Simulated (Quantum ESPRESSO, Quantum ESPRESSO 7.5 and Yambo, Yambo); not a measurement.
**Converging GW for As (buckled honeycomb monolayer) in Yambo**

What does each rung of G0W0 on As (buckled honeycomb monolayer) cost, and what does it buy?

Calculated with Quantum ESPRESSO 7.5 and Yambo 5.3.0; PBE and many-body steps on it, plane waves.

## (1) The structure

The cell holds 2 atoms: 2 As. Its edges and angles: a = 3.611 Å, b = 3.611 Å, c = 14.000 Å, α = 90.0°, β = 90.0°, γ = 120.0°. Vacuum lies along c.

The structure was relaxed with PBE. The runs that relaxed it are not among those shown.

## (2) Empty states on the mesh, 6×6×1 mesh, 233 bands

This step: Quantum ESPRESSO 7.5; DFT, PBE, plane waves, norm-conserving pseudopotentials.

The sums over transitions need many empty states on a uniform mesh; this step solves for them.

pw.in reads:

```
&control
  calculation = 'nscf'
  prefix = 'x'
  outdir = 'o'
  pseudo_dir = 'pseudo'
/
&system
  ibrav = 0
  nat = 2
  ntyp = 1
  ecutwfc = 100.0
  nbnd = 233
  force_symmorphic = .true.
/
&electrons
  conv_thr = 1e-9
  electron_maxstep = 80
  diago_full_acc = .true.
  diago_thr_init = 5e-6
/
ATOMIC_SPECIES
  As 74.922 As.upf
CELL_PARAMETERS angstrom
  3.6112698141 -0.0000000000 0.0000000000
  -1.8056349070 3.1274513989 0.0000000000
  0.0000000000 0.0000000000 14.0000000000
ATOMIC_POSITIONS crystal
  As 0.3333333333 0.6666666667 0.4503483115
  As 0.6666666667 0.3333333333 0.5496516885
K_POINTS automatic
  6 6 1 0 0 0
```

Launch:

```console
> OMP_NUM_THREADS=1 mpirun -n 8 pw.x -nk 4 -in pw.in > pw.out
```

The program printed:

```text
Program PWSCF v.7.5 starts

     This program is part of the open-source Quantum ESPRESSO suite
     for quantum simulation of materials; please cite
         "P. Giannozzi et al., J. Phys.:Condens. Matter 21 395502 (2009);
         "P. Giannozzi et al., J. Phys.:Condens. Matter 29 465901 (2017);
         "P. Giannozzi et al., J. Chem. Phys. 152 154105 (2020);
     in publications or presentations arising from this work. More details at

     Atomic positions and unit cell read from directory:
     o/x.save/

     Message from routine setup:
[...]
-185.6155-185.6151-129.0137-129.0132-129.0117-129.0111-128.9551-128.9540
[...]
26.9869  27.5028  27.8688  28.0663  28.5569  28.7980  28.9630  29.3258
     [... 18 further rows ...]
    67.7744  67.9560  68.1635  68.4657  68.7202  68.8187  68.8650  69.1505
    69.2642

          k = 0.0000-0.5774 0.0000 ( 18060 PWs)   bands (ev):

     [... further k-points ...]

     highest occupied, lowest unoccupied level (ev):    -0.9090    0.7366

     XML data file, pseudopotentials, collected wavefunctions

=------------------------------------------------------------------------------=
   JOB DONE.
=------------------------------------------------------------------------------=
```

Run time: 87 s. Hardware: 8 MPI ranks of Arm Neoverse N1, shared host; peak memory 1.9 GiB.

Numbers from this step:

```
gap                                                           : 1.646 eV
k of the valence top                                          : 0, 0, 0
k of the conduction bottom                                    : 0, 0.3333, 0
least direct gap                                              : 1.948 eV
k points computed                                             : 7
lowest point of the top converged band, above the valence top : 66.5999 eV
```

On this mesh the gap is 1.646 eV.

The density comes from a self-consistent run that is not shown.

## (3) Conversion and set-up

This step: Yambo 5.3.0; conversion and set-up on PBE, plane waves, norm-conserving pseudopotentials.

The states are converted to the many-body program's format and the q mesh is built.

Launch:

```console
> (cd o/x.save; p2y > p2y.log; mv SAVE ../..); yambo > setup.log
```

The program printed:

```text
 Yambo, version 5.3.0

 [02] CORE Variables Setup
 =========================

  [02.01] Unit cells
  ==================

  Cell kind             :  HCP
  Atoms in the cell     :  As
  number of As atoms    :  2

  List of atomic masses
  Mass of As    :  74.92200

  List of atomic coordinates    : [cc]
  As1       : -0.27822E-09   3.9400       11.914      order 1
  As2       :   3.41216   1.97001  14.54168  order 2

  Alat factors          :   6.82431   5.91003  26.45617 [a.u.]
  Direct lattice volume :   1067.03    [a.u.]
  Direct lattice vectors:  A[ 1 ]  A[ 2 ]  A[ 3 ]
[...]
BZ  Q-points                                      :   36

 K/Q-points units:
 rlu = crystal or reduced units; cc = cartesian coordinates; iku = interal k-units

 Q [1]          [rlu]:  0.000000  0.000000  0.000000
 Q [2]          [rlu]: -0.10630E-16  0.16667       0.0000
 Q [3]          [rlu]: -0.21260E-16  0.33333       0.0000
 Q [4]          [rlu]:  0.31890E-16 -0.50000       0.0000
 Q [5]          [rlu]:  0.166667  0.166667  0.000000
 Q [6]          [rlu]:  0.166667  0.333333  0.000000
 Q [7]          [rlu]:  0.333333  0.333333  0.000000

  [03.01] X indexes
  =================

   [03.01.01] Sigma indexes
   ========================

 [06] Game Over & Game summary
```

Wall time 3.7 s (1 MPI rank); peak memory 0.26 GiB.

## (4) 66 bands, 81.6 eV

Now the one-shot GW correction: screening in the RPA, then the self-energy of the levels asked for.

This step: G0W0 on PBE, plane waves, norm-conserving pseudopotentials.

gw1.in reads:

```
HF_and_locXC
gw0
dyson
ppa
em1d
rim_cut
rim_w
RandQpts= 3000000
RandGvec= 100 RL
CUTGeo= "slab z"
RandGvecW= 9 RL
EXXRLvcs= 100 Ry
VXCRLvcs= 400 Ry
Chimod= "HARTREE"
% BndsRnXp
 1 | 66 |
%
NGsBlkXp= 6 Ry
% LongDrXp
 1 | 1 | 0 |
%
% GbndRnge
 1 | 66 |
%
DysSolver= "n"
ExtendOut
PPAPntXp= 27.21138 eV
% QPkrange
 1 | 1 | 22 | 25 |
 3 | 3 | 22 | 25 |
%
```

Launch:

```console
> OMP_NUM_THREADS=1 mpirun -n 8 yambo -F gw1.in -J gw1 -C gw1 > gw1.log
```

The program printed:

```text
 Yambo, version 5.3.0

 [02] CORE Variables Setup
 =========================

  [... cell, symmetries and grids as in the set-up ...]

  [02.05] Energies & Occupations
  ==============================

  [X] === General ===
  [X] Electronic Temperature                        :  0.000000  0.000000 [eV K]
  [X] Bosonic    Temperature                        :  0.000000  0.000000 [eV K]
  [X] Finite Temperature mode                       : no
  [X] El. density                                   :  0.29092E+24 [cm-3]
  [X] Fermi Level                                   : -0.908984 [eV]

  [X] === Gaps and Widths ===
  [X] Conduction Band Min                           :  1.645614 [eV]
  [X] Valence Band Max                              :  0.000000 [eV]
  [X] Filled Bands                                  :  23
  [X] Empty Bands                                   :   24  233
  [X] Direct Gap                                    :  1.948162 [eV]
  [X] Direct Gap localized at k                     :  1
  [X] Indirect Gap                                  :  1.645614 [eV]
  [X] Indirect Gap between kpts                     :  1  3
  [X] Last valence band width                       :  1.964014 [eV]
  [X] 1st conduction band width                     :  1.151044 [eV]

 [03] Transferred momenta grid and indexing
 ==========================================

 IBZ Q-points                                      :   7
 BZ  Q-points                                      :   36

 K/Q-points units:
 rlu = crystal or reduced units; cc = cartesian coordinates; iku = interal k-units

 Q [1]          [rlu]:  0.000000  0.000000  0.000000
 Q [2]          [rlu]: -0.10630E-16  0.16667       0.0000
 Q [3]          [rlu]: -0.21260E-16  0.33333       0.0000
 Q [4]          [rlu]:  0.31890E-16 -0.50000       0.0000
 Q [5]          [rlu]:  0.166667  0.166667  0.000000
 Q [6]          [rlu]:  0.166667  0.333333  0.000000
 Q [7]          [rlu]:  0.333333  0.333333  0.000000

 [04] Coloumb potential Random Integration (RIM)
 ===============================================

 Performing RIM of v_slab

  [04.01] RIM initialization
  ==========================

  * Diagonal components only detected *

  8 x (sBL volume)        :  0.051660 [a.u.]
  sBZ random points       :  3000000
  Points outside the sBZ  :  24000829
  RL volume               :  0.232469 [a.u.]
  Integrated volume       :  0.232461 [a.u.]

  [04.02] RIM integrals
  =====================

  Gamma point sphere radius             :  0.041605 [a.u.]
  Points outside the sphere             :  2398884
  [Int_sBZ(q=0) 1/q^2]*(Vol_sBZ)^(-1/3) =:  7.487296
                                 should be <:  7.795600

  Summary of Coulomb integrals for non-metallic bands |Q|[au] RIM/Bare

  Q [1] 0.100000E-4 0.960452 * Q [2] 0.177190 0.997483
  Q [5] 0.306902 1.024611 * Q [3] 0.354380 1.023541
  Q [6] 0.468801 1.017709 * Q [4] 0.531570 1.014578
  Q [7] 0.613804 1.011396
  Non-periodic chartesian directions : none
  Optical renormalization            :  26.45617 [au]
  Polarizability dimension           : length

 [05] Coloumb potential CutOffslab
 =================================

 Cut directionsZ
 Slab Cutoff:Z
 Symmetry test passed : yes

 [WARNING] [Xp] User bands 1-66 break level degeneracy

 [06] Dipoles
 ============

  [06.01] Setup: observables and procedures
  =========================================

 [07] Dynamic Dielectric Matrix (PPA)
 ====================================

 [SLK-Inversion]  Pools        :  2
 [SLK-Inversion]  BLACS grid   :  2  2

 [WR./gw1//ndb.pp]---------------------------------------------------------------
  Brillouin Zone Q/K grids (IBZ/BZ)                :    7   36    7   36
  RL vectors                                       :  21365 [WF]
  Coulomb cutoff potential                         : slab z
  Electronic Temperature                           :  0.000000 [K]
  Bosonic    Temperature                           :  0.000000 [K]
[...]
X poles                                          :  100.0000 [o/o]
  RL vectors in the sum                            :  21365
  [r,Vnl] included                                 : yes
  Field direction                                  :  0.707107E-5  0.707107E-5   0.00000
  BZ energy Double Grid                            : no
  BZ energy DbGd points                            : 0
  BZ Q point size factor                           : -1.000000
  X Optical Averaged directions                    : none

 [08] Local Exchange-Correlation + Non-Local Fock
 ================================================

 [VXC] Plane waves :  144181
 [EXS] Plane waves :  18025

 QP @ state[ 1 ] K range:  1  1
 QP @ state[ 1 ] b range:  22  25
 QP @ state[ 2 ] K range:  3  3
 QP @ state[ 2 ] b range:  22  25

 [xc] Functional : Perdew, Burke & Ernzerhof(X)+Perdew, Burke & Ernzerhof(C)
 [xc] LIBXC used to calculate xc functional
  PP Number of Atomic Species                      :  1
  NLCC RL compoments                               :  144181
  PP Number of Atomic Species                      :  1
  NLCC RL compoments                               :  144181

 [xc] E_xc :  -47.81826 [Ha]
      E_xc :  -95.63652 [Ry]

  Local XC kind (lXC) : Perdew, Burke & Ernzerhof(X)+Perdew, Burke & Ernzerhof(C)
  Non-Local XC kind (nlXC) : Hartree-Fock

  Corrections @ K [1] :  [eV]
 <22|nlXC|22> = -15.29556  0.15138E-16 <22|lXC|22> = -14.05397  0.18882E-15
 <23|nlXC|23> = -15.29564  0.46547E-17 <23|lXC|23> = -14.05397  0.18882E-15
 <24|nlXC|24> = -8.947700 -0.40892E-18 <24|lXC|24> = -12.75021  0.18882E-15
 <25|nlXC|25> = -8.849161  0.20264E-17 <25|lXC|25> = -13.27561  0.000000

  Corrections @ K [3] :  [eV]
 <22|nlXC|22> = -15.32122 -0.58292E-17 <22|lXC|22> = -13.35912  0.000000
 <23|nlXC|23> = -14.51670 -0.12076E-17 <23|lXC|23> = -12.57054 -0.94408E-16
 <24|nlXC|24> = -7.601211  0.26321E-17 <24|lXC|24> = -11.00362  0.000000
 <25|nlXC|25> = -6.559471  0.24704E-17 <25|lXC|25> = -10.79247 -0.94408E-16

 [09] Dyson equation: Newton solver
 ==================================

  [09.01] RIM-W interpolation
  ===========================

  [WARNING] RIM-W works only for 2D semiconductors with slab cutoff
  Found compatible q grid: 2D
  q_min[ 1 ]:  0.16667      0.29894E-11   0.0000     [rlu]
   0.166667  0.083333  0.000000 [iku]
  q_min[ 2 ]:  0.61536E-11  0.16667       0.0000     [rlu]
   0.61536E-11  0.16667       0.0000     [iku]
  G-vectors :   9
  G-vectors loaded:   63
  Number of interpolated frequencies:  2

  Evaluating coefficients q = 0
  Evaluating coefficients q = 0

  [09.02] RIM-W integrals
  =======================

  8 x (sBL volume)        :  0.051660 [a.u.]
  sBZ random points       :  3000000
  Points outside the sBZ  :  24000829
  RL volume               :  0.232469 [a.u.]
  Integrated volume       :  0.232461 [a.u.]

  [09.03] RIM integrals
  =====================

  Comparison between head Wc = W - v averages: < Wc > [au] RIM-W/RIM

   < -Wc [Q = 1] > 0.363624E-1 0.481482E-4 * < -Wc [Q = 2] > 0.005326 0.005136
   < -Wc [Q = 3] > 0.975169E-3 0.954016E-3 * < -Wc [Q = 4] > 0.325378E-3 0.321556E-3
   < -Wc [Q = 5] > 0.001431 0.001397 * < -Wc [Q = 6] > 0.468667E-3 0.463696E-3
   < -Wc [Q = 7] > 0.217745E-3 0.216362E-3

  Comparison between head Wc = W - v averages: < Wc > [au] RIM-W/RIM

   < -Wc [G = 1,G`=0] > 0.363624E-1 0.481482E-4 * < -Wc [G = 2,G`=0] >-0.002018 0.000000
   < -Wc [G = 3,G`=0] >-0.002018 0.000000 * < -Wc [G = 4,G`=0] > 0.699235E-4  0.00000
   < -Wc [G = 5,G`=0] > 0.699023E-4  0.00000 * < -Wc [G = 6,G`=0] > 0.504976E-4  0.00000
   < -Wc [G = 7,G`=0] > 0.505244E-4  0.00000 * < -Wc [G = 8,G`=0] >-0.164734E-4  0.00000
   < -Wc [G = 9,G`=0] >-0.164757E-4  0.00000

 [10] G0W0 (W PPA)
 =================

 [  GW  ] Bands range     :    1   66
 [GW/PPA] G damping       :  0.100000 [eV]

 QP @ state[ 1 ] K range:  1  1
 QP @ state[ 1 ] b range:  22  25
 QP @ state[ 2 ] K range:  3  3
 QP @ state[ 2 ] b range:  22  25

  Sc/G bands                                       :    1   66
  Sc/G damping                                     :  0.100000 ev
  Sc bands terminator                              : no
  Sx RL components                                 :  18025

  QP @ state[ 1 ] K range                          :  1  1
  QP @ state[ 1 ] b range                          :  22  25
  QP @ state[ 2 ] K range                          :  3  3
  QP @ state[ 2 ] b range                          :  22  25
  GF energies kind                                 : Perdew, Burke & Ernzerhof(X)+Perdew, Burke & Ernzerhof(C)
  GF WF`s kind                                     : Perdew, Burke & Ernzerhof(X)+Perdew, Burke & Ernzerhof(C)
  Xs energies kind                                 : Perdew, Burke & Ernzerhof(X)+Perdew, Burke & Ernzerhof(C)
  Xs WF`s kind                                     : Perdew, Burke & Ernzerhof(X)+Perdew, Burke & Ernzerhof(C)

 [14] Game Over & Game summary
```

Wall time 3 min (8 MPI ranks); peak memory 7.9 GiB.

This step gave:

```yaml
g0w0_gap_on_the_points_computed: 2.518 eV
starting_gap_on_the_mesh: 1.646 eV
k_of_the_valence_top: 0, 0, 0
k_of_the_conduction_bottom: 0, 0.3333, 0
least_direct_g0w0_gap_on_the_computed_points: 3.021 eV
z_at_the_valence_top: 0.7388
z_at_the_conduction_bottom: 0.7454
```

The gap on the mesh goes from 1.65 eV to 2.52 eV, a correction of +0.87 eV.

[end of part 1 of 2]

[Paths, hosts, dates, memory and timing lines, banners, echoed tables and standing remarks are left out of the program output.]

[Logs are printed without paths, hosts, clocks, repeated set-up lines and the standing remarks that a program may print on its own settings, such as how far it seeks lower states.]

[Runs of the session that timed out or met a known fault of the program may be left out.]

[Hosts, paths, dates, database ids (printed as entryN), source tags and the programs' standing remarks are cut or masked in the printed files.]
